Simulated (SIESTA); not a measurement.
PbS (Galena) under changes of volume

One of the cells (26.086 Å³/atom); the others are scaled copies at fixed shape and fractional positions:

```
Pb S
1.0
     0.00000    2.96575    2.96575
     2.96575    0.00000    2.96575
     2.96575    2.96575    0.00000
Pb S
1 1
Direct
  0.00000 0.00000 0.00000
  0.50000 0.50000 0.50000
```

| Quantity | Value |
| --- | --- |
| Program | SIESTA 5.4.2 |
| Functional | PBE |
| Potentials or basis | PseudoDojo 0.4 standard (PBE files, fully relativistic) |
| Basis | DZP (energy shift 0.003 Ry; two zetas on semicore shells) |
| Grid cutoff | 500 Ry |
| Energy shift | 0.003 Ry |
| k mesh | 6 × 6 × 6 |
| Occupations | fermi-dirac, width 0.05 eV |
| Spin | non-collinear spin, zero start, spin-orbit coupling |
| Starting moments | [[0.0, 0.0, 0.0], [0.0, 0.0, 0.0]] μB |

```tsv
volume (Å³/atom)	energy over the lowest point (meV/atom)	pressure (GPa)	gap on the mesh (eV)
24.521	52.97	6.7	0.24
25.042	34.00	5.1	0.15
25.564	19.68	3.8	0.07
26.086	9.46	2.5	0.01
26.607	?	?	?
27.129	0.00	0.4	0.14
27.651	0.24	-0.5	0.20
```

Problem. What does the run at 26.607 Å³/atom give?

Solution. Energy over the lowest point 2.98 meV/atom; pressure 1.4 GPa; gap on the mesh 0.08 eV.

Worked out: A Birch-Murnaghan fit of order 3 (a polynomial in V^(-2/3)) to the other rows has its minimum at 27.36 Å³/atom with B0 = V·E''(V) = 49 GPa and B' = 3.7. It gives 3.01 meV/atom at 26.607 Å³/atom, against the run's 2.98, and -dE/dV = 1.4 GPa, against 1.4.

Energies are extrapolated to zero smearing.

Caveats: the basis of atomic orbitals isn't converged, which shifts pressures, moduli and gaps.

A mesh can miss the band edges.
